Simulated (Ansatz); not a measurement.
**InSb: response to strain**

InSb is deformed so: equal xx and yy strain of -2 %. What stress and forces result, by LAPW, PAW and all-electron datasets made for the crystal?

Method: DFT PBE, scalar-relativistic, in Ansatz 0.2.0.

## (1) The structure to begin with

Symmetry: Pmmn, No. 59, orthorhombic system. Conventional cell: a = 5.357 Å, b = 5.712 Å, c = 3.063 Å, α = 90.00°, β = 90.00°, γ = 90.00°. In (site symmetry mm2) has 4 Sb at 2.73 to 2.90 Å and 2 In at 3.06 Å as nearest neighbours. Around Sb (site symmetry mm2) lie 4 In at 2.73 to 2.90 Å and 2 Sb at 3.06 Å.

Structure file:

```xyz
4
Lattice="5.3570 0.0000 0.0000 0.0000 5.7120 0.0000 0.0000 0.0000 3.0630" Properties=species:S:1:pos:R:3 pbc="T T T"
In    0.0000    0.0000    0.0000
In    2.6785    2.8560    0.0000
Sb    2.6785    0.0000    2.5576
Sb    0.0000    2.8560    0.5054
```

Atoms are numbered in the order of the input: In1, In2, Sb3, Sb4.

## (2) The deformed structure

Space group Pmmn before, Pmmn after.

## (3) Full-potential LAPW

The input, input.yaml:

```yaml
crystal:
  lattice:
    - [5.24986, 0.0, 0.0]
    - [0.0, 5.59776, 0.0]
    - [0.0, 0.0, 3.063]
  atoms:
    - { symbol: In, position: [0.0, 0.0, 0.0] }
    - { symbol: In, position: [0.5, 0.5, 0.0] }
    - { symbol: Sb, position: [0.5, 0.0, 0.835] }
    - { symbol: Sb, position: [0.0, 0.5, 0.165] }
kpoints:
  mp_grid: { grid: [6, 6, 11] }
  band_path:
    path:
      - [0.0, 0.0, 0.0]
      - [0.5, 0.0, 0.0]
      - [0.5, 0.5, 0.0]
      - [0.0, 0.5, 0.0]
      - [0.0, 0.0, 0.0]
      - [0.0, 0.0, 0.5]
      - [0.5, 0.0, 0.5]
      - [0.5, 0.5, 0.5]
      - [0.0, 0.5, 0.5]
    npoints: 5
scf:
  occupations: { method: fermi_dirac, width: 0.08 }
hamiltonian:
  xc: pbe
  pseudopotentials: { kind: all_electron, lapw: { basis_error: 0.001 } }
output:
  forces: true
  stress: true
  eigenvalues: true
```

Command:

```console
ansatz run input.yaml --threads 1 --pin off --max-ram 4096MiB --backend cpu --events-out ev --progress --plain --runs-dir out
```

Log (excerpt; [...] marks lines left out):

```text
LAPW: plane waves up to 8.678 Å⁻¹, error target 1.0e-3 eV per atom; small_component_spin mean_spin; In in spheres of 1.340 Å, 21 of its electrons in bands, Dirac shells []; Sb in spheres of 1.333 Å, 23 of its electrons in bands, Dirac shells []
[...]
Pseudopotentials: kind: all_electron
Pseudopotential: In, LAPW, valence charge 21, Koelling and Harmon's equation, gaussian nucleus
Pseudopotential: Sb, LAPW, valence charge 23, Koelling and Harmon's equation, gaussian nucleus
Functional definition: PBE
[...]
Crystal: 4 atoms, lattice volume = 90.014 Å³
Basis set: ecut = 286.9034062420284 eV, 1021 PW (Γ), exchange–correlation at level 2
Bands: 53, of which v1, the nominal top of the filled ones, is band 44 counted from 1 (43 counted from 0)
Symmetry: 8 space group operations
Space group: Pmmn (ITA 59), of the structure as read, at distance tolerance 4.5e-5 Å
k-points: 96 of 396
[...]
SCF iter   1: F=—  HF=-672826.605641 eV  |F-HF|=—  |Δ(HF+E_count)|=         —  Δρ=1.63e-2  dr2=2.75e-1  ethr=3.10e-4  ⟨swp⟩=3.0  Hψ=33111  notcnv=0
[...]
SCF iter   9: F=-672826.467144 eV  HF=-672826.467144 eV  |F-HF|=3.89e-8  |Δ(HF+E_count)|=   1.81e-7  Δρ=9.58e-6  dr2=8.28e-8  ethr=3.85e-10  ⟨swp⟩=2.0  Hψ=14241  notcnv=0
[...]
the search or the solves at the SCF's close seem to have found levels that the self-consistency loop had missed (the run counts 1). By its estimate they hold under 1e-12 electrons; where the run keeps them, the occupations were computed again with them
NSCF: frozen V_eff on 41 k-points
SCF converged after 9 iterations
Free energy (F): -672826.467144 eV
[...]
E sigma→0 (E₀):  -672826.449630 eV
Entropy (-TS):   -0.035028 eV (-8.757 meV/atom)
Fermi energy:    17.285533 eV
[...]
--- Forces (eV/Å), atoms counted from 1 ---
  atom   1  In     0.00000000     0.00000000     0.34400765
  atom   2  In     0.00000000     0.00000000    -0.34400765
  atom   3  Sb     0.00000000     0.00000000    -0.99873767
  atom   4  Sb     0.00000000     0.00000000     0.99873767
[...]
--- Stress (GPa, compression-positive) ---
       39.117553       0.000000       0.000000
        0.000000      20.266648       0.000000
        0.000000       0.000000      11.769900
  P = ⅓ Tr σ = 23.7180 GPa (237.180 kbar)
--- Band table (eV; the first three rows and the last of 96) ---
[...]
```

Wall time 93 s (1 thread of Intel Xeon Platinum 8488C (Sapphire Rapids), shared host); peak memory 1 GiB.

In short: pressure 23.72 GPa; no gap; largest force 0.999 eV/Å.

## (4) Frozen-core PAW

The input, input.yaml:

```yaml
crystal:
  lattice:
    - [5.24986, 0.0, 0.0]
    - [0.0, 5.59776, 0.0]
    - [0.0, 0.0, 3.063]
  atoms:
    - { symbol: In, position: [0.0, 0.0, 0.0] }
    - { symbol: In, position: [0.5, 0.5, 0.0] }
    - { symbol: Sb, position: [0.5, 0.0, 0.835] }
    - { symbol: Sb, position: [0.0, 0.5, 0.165] }
kpoints:
  mp_grid: { grid: [6, 6, 11] }
scf:
  occupations: { method: fermi_dirac, width: 0.08 }
hamiltonian:
  xc: pbe
  pseudopotentials: { kind: paw }
output:
  forces: true
  stress: true
  eigenvalues: true
  efg: { contact_densities: true }
  write_density: true
  write_potential: true
  elf: true
  volumetric_format: npy
```

Command:

```console
ansatz run input.yaml --threads 1 --pin off --max-ram 4096MiB --backend cpu --events-out ev --progress --plain --runs-dir out
```

Log (excerpt; [...] marks lines left out):

```text
In, Sb: output.efg is read without spin–orbit coupling, which moves field gradients at and beside such atoms by some per cent and up to a factor of two; PAW files take it under magnetization.noncollinear and magnetization.spin_orbit
[...]
Pseudopotentials: kind: paw
Pseudopotential: In, paw, valence charge 13, recommended cutoff 420 eV (normal)
Pseudopotential: Sb, paw, valence charge 15, recommended cutoff 420 eV (normal)
[... 1 set-up line as earlier in the session ...]
[...]
Crystal: 4 atoms, lattice volume = 90.014 Å³
Basis set: ecut = 420 eV, 1749 PW (Γ), exchange–correlation on 72×80×48 points (8 copies of the dense FFT grid, shifted against one another)
Bands: 34, of which v1, the nominal top of the filled ones, is band 28 counted from 1 (27 counted from 0)
[... 2 set-up lines as earlier in the session ...]
k-points: 96 of 396
[...]
--- Stress (GPa, compression-positive) ---
       39.132007       0.000000       0.000000
        0.000000      20.252351       0.000000
        0.000000       0.000000      11.757788
  P = ⅓ Tr σ = 23.7140 GPa (237.140 kbar)
--- PAW observables at the nuclei: V_zz in 10²¹ V/m², potentials from the cell's mean, atoms counted from 1 ---
  atom   1  In V_zz =    -8.261676   η = 0.8412   by run symmetry: allowed
            electrostatic potential = -7943.902919 V   contact ρ = 1133050.820618 e/Å³
  atom   2  In V_zz =    -8.261676   η = 0.8412   by run symmetry: allowed
            electrostatic potential = -7943.902919 V   contact ρ = 1133050.820618 e/Å³
  atom   3  Sb V_zz =   +15.217329   η = 0.0371   by run symmetry: allowed
            electrostatic potential = -8414.649094 V   contact ρ = 1350095.704836 e/Å³
  atom   4  Sb V_zz =   +15.217329   η = 0.0371   by run symmetry: allowed
            electrostatic potential = -8414.649094 V   contact ρ = 1350095.704836 e/Å³
--- Band table (eV; the first three rows and the last of 96) ---
[...]
```

Run time: 15 s. Hardware: 1 thread of Intel Xeon Platinum 8488C (Sapphire Rapids), shared host; peak memory 0.6 GiB.

This run gives: pressure 23.71 GPa; no gap; largest force 0.999 eV/Å; Vzz In1 -8.26 (η = 0.84), Sb3 15.22 (η = 0.04) (10²¹ V/m²).

Density in a lattice plane of the grid's cell (edges 5.25 and 3.06 Å, at 0.000 of the third edge), which holds In and Sb.

Ten even steps from ' ' (0.11 e/Å³) to '@' (20.83 e/Å³):
```
==--::              ::++##++::              ::--
::....            ..--##@@##--..            ....
                    ::++**++::                  
                    ....::....                  
                                                
                                                
                                                
                                                
                                                
::....                                      ....
==--::                                      ::--
**++::..            ....::....            ..::++
```
Columns run along the first of these edges and rows up along the second, over one cell in 24 and 12 even steps from the bottom left corner. Atoms in the plane (fractional): In at (0.00, 0.00), Sb at (0.50, 0.83).

ELF in the same plane.

Values, 8 rows by 12 columns:
```
0.01 0.12 0.26 0.50 0.37 0.04 0.00 0.04 0.37 0.50 0.26 0.12
0.26 0.27 0.28 0.54 0.38 0.07 0.00 0.07 0.38 0.54 0.28 0.27
0.24 0.25 0.34 0.48 0.41 0.30 0.19 0.30 0.41 0.48 0.34 0.25
0.33 0.32 0.25 0.28 0.44 0.41 0.39 0.41 0.44 0.28 0.25 0.32
0.24 0.25 0.23 0.18 0.28 0.45 0.51 0.45 0.28 0.18 0.23 0.25
0.26 0.28 0.24 0.25 0.35 0.44 0.45 0.44 0.35 0.25 0.24 0.28
0.01 0.12 0.27 0.37 0.46 0.35 0.34 0.35 0.46 0.37 0.27 0.12
0.00 0.04 0.25 0.45 0.40 0.20 0.06 0.20 0.40 0.45 0.25 0.04
```
Columns run along the first of these edges and rows up along the second, over one cell in 12 and 8 even steps from the bottom left corner. Atoms in the plane (fractional): In at (0.00, 0.00), Sb at (0.50, 0.83).

Both are smooth fields of the valence electrons: close to the nuclei they are not physical.

Outside the cores ELF peaks at 0.56 between the atoms, 1.4 Å from Sb; 0.56 beside Sb, off the lines to its neighbours, 1.3 Å from Sb; 0.54 on the Sb–In line, 1.2 Å from Sb.

## (5) Datasets made for this crystal

Edit input.yaml of step 4 so:

```diff
@@ -16,3 +16,3 @@
   xc: pbe
-  pseudopotentials: { kind: paw }
+  pseudopotentials: { kind: all_electron, datasets: crystal }
 output:
@@ -22,5 +22 @@
   efg: { contact_densities: true }
-  write_density: true
-  write_potential: true
-  elf: true
-  volumetric_format: npy
```

Command:

```console
ansatz run input.yaml --threads 1 --pin off --max-ram 4096MiB --backend cpu --events-out ev --progress --plain --runs-dir out
```

Log (excerpt; [...] marks lines left out):

```text
[...]
In, Sb: output.efg is read without spin–orbit coupling, which moves field gradients at and beside such atoms by some per cent and up to a factor of two; PAW files take it under magnetization.noncollinear and magnetization.spin_orbit
[...]
[... 1 set-up line as earlier in the session ...]
Pseudopotential: In, paw, valence charge 21, recommended cutoff 280 eV (normal), Koelling and Harmon's equation, gaussian nucleus
Pseudopotential: Sb, paw, valence charge 15, recommended cutoff 280 eV (normal), Koelling and Harmon's equation, gaussian nucleus
[... 1 set-up line as earlier in the session ...]
[...]
Crystal: 4 atoms, lattice volume = 90.014 Å³
Basis set: ecut = 280 eV, 965 PW (Γ), exchange–correlation on 60×64×36 points (8 copies of the dense FFT grid, shifted against one another)
Bands: 34, of which v1, the nominal top of the filled ones, is band 28 counted from 1 (27 counted from 0)
[...]
       39.121792       0.000000       0.000000
        0.000000      20.265620       0.000000
        0.000000       0.000000      11.767004
  P = ⅓ Tr σ = 23.7181 GPa (237.181 kbar)
  It holds what live shells' own plane waves past their cutoff add
--- PAW observables at the nuclei: V_zz in 10²¹ V/m², potentials from the cell's mean, atoms counted from 1 ---
  atom   1  In V_zz =    -8.166958   η = 0.8548   by run symmetry: allowed
            electrostatic potential = -7943.779676 V   contact ρ = 1132991.893625 e/Å³
  atom   2  In V_zz =    -8.166958   η = 0.8548   by run symmetry: allowed
            electrostatic potential = -7943.779676 V   contact ρ = 1132991.893625 e/Å³
  atom   3  Sb V_zz =   +15.318992   η = 0.0431   by run symmetry: allowed
            electrostatic potential = -8414.541923 V   contact ρ = 1349980.755108 e/Å³
  atom   4  Sb V_zz =   +15.318992   η = 0.0431   by run symmetry: allowed
            electrostatic potential = -8414.541923 V   contact ρ = 1349980.755108 e/Å³
--- Band table (eV; the first three rows and the last of 96) ---
[...]
```

Wall time 35 s (1 thread of Intel Xeon Platinum 8488C (Sapphire Rapids), shared host); peak memory 1.1 GiB.

This run gives: pressure 23.72 GPa; no gap; largest force 0.999 eV/Å; Vzz In1 -8.17 (η = 0.85), Sb3 15.32 (η = 0.04) (10²¹ V/m²).

## (6) Side by side

Stress (GPa, compression positive):

```tsv
method	xx	yy	zz	yz	xz	xy
LAPW	39.12	20.27	11.77	0.00	0.00	0.00
PAW	39.13	20.25	11.76	0.00	0.00	0.00
crystal datasets	39.12	20.27	11.77	0.00	0.00	0.00
```

Forces (eV/Å):

```tsv
atom	LAPW x	LAPW y	LAPW z	PAW x	PAW y	PAW z	crystal datasets x	crystal datasets y	crystal datasets z
In1	0.000	0.000	0.344	0.000	0.000	0.344	0.000	0.000	0.344
In2	0.000	0.000	-0.344	0.000	0.000	-0.344	0.000	0.000	-0.344
Sb3	0.000	0.000	-0.999	0.000	0.000	-0.999	0.000	0.000	-0.999
Sb4	0.000	0.000	0.999	0.000	0.000	0.999	0.000	0.000	0.999
```

```
          method  pressure (GPa)  largest force (eV/Å)  Vzz In1 (10²¹ V/m²)  Vzz Sb3 (10²¹ V/m²)  SCF cycles, all passes
            LAPW           23.72                 0.999                    –                    –                       9
             PAW           23.71                 0.999                -8.26                15.22                       6
crystal datasets           23.72                 0.999                -8.17                15.32                       9
```

## (7) What came out

```
                                 quantity                                              value
                                 pressure  LAPW 23.72, PAW 23.71, crystal datasets 23.72 GPa
largest shear or deviatoric stress (LAPW)                                          15.40 GPa
```

In words: The largest part of the stress beyond the pressure is 15.40 GPa in size, in the xx component; the atoms are carried along and not relaxed. No run of the undeformed cell stands beside it, so the pressure holds what the given cell had before the change. PAW: stress within 0.01 GPa of LAPW, forces within 1 meV/Å. Crystal datasets: stress within 0.01 GPa of LAPW, forces within 1 meV/Å. Spin-orbit coupling is left out, though the cell holds Sb; in elements this heavy it can shift bands and gaps by tenths of an eV.
